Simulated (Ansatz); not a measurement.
# MoP: the cost of one run

Computed with Ansatz 0.2.0 (DFT PBE, scalar-relativistic, plane waves, PAW, unless a step's input says otherwise).

2 further runs of the same task are left out: 2 set aside as unsound or not needed.

## Step 1: Starting point

It takes space group P-6m2 (No. 187, hexagonal). The conventional cell has a = 3.244 Å, b = 3.244 Å, c = 3.193 Å, α = 90.00°, β = 90.00°, γ = 120.00°. Mo (site symmetry -6m2) is surrounded by 6 P at 2.46 Å. Around P (site symmetry -6m2) lie 6 Mo at 2.46 Å.

As a file:

```cif
data_structure
_symmetry_space_group_name_H-M 'P 1'
_symmetry_Int_Tables_number 1
_cell_length_a 3.2444
_cell_length_b 3.2444
_cell_length_c 3.1928
_cell_angle_alpha 90.000
_cell_angle_beta 90.000
_cell_angle_gamma 120.000
_cell_volume 29.11
loop_
_atom_site_label
_atom_site_type_symbol
_atom_site_fract_x
_atom_site_fract_y
_atom_site_fract_z
_atom_site_occupancy
Mo1 Mo 0.00000 0.00000 0.00000 1
P1 P 0.33333 0.66667 0.50000 1
```

It is the result of an earlier relaxation at this level (volume 14.55 Å³/atom; gap on the mesh: none (metal)).

## Step 2: Relaxing at 12 GPa

What is minimised here is the enthalpy; the energy can go up as the cell is squeezed.

Contents of input.yaml:

```yaml
crystal:
  lattice:
    - [3.244405976, 0.0, 0.0]
    - [-1.622202988, 2.8097379954, 0.0]
    - [0.0, 0.0, 3.1928138421]
  atoms:
    - { symbol: Mo, position: [0.0, 0.0, 0.0] }
    - { symbol: P, position: [0.3333333333, 0.6666666667, 0.5] }
basis:
  ecutwfc: 420
kpoints:
  mp_grid: { grid: [18, 18, 14] }
hamiltonian:
  xc: pbe
scf:
  occupations: { method: fermi_dirac, width: 0.15 }
output:
  forces: true
  stress: true
  eigenvalues: true
relax:
  adjacent_minimum: "off"
  f_tol: 0.001
  max_steps: 60
  cell: { stress_tol: 0.02, p_target: 12.0 }
```

Started as:

```sh
$ ansatz run input.yaml --threads 1 --pin off --max-ram 3072MiB --backend cpu --events-out ev --progress --plain --runs-dir out
```

Q: Estimate wall time and peak memory on 1 thread of Arm Neoverse V2, shared host.

About 79 s, with a peak of 0.44 GiB.
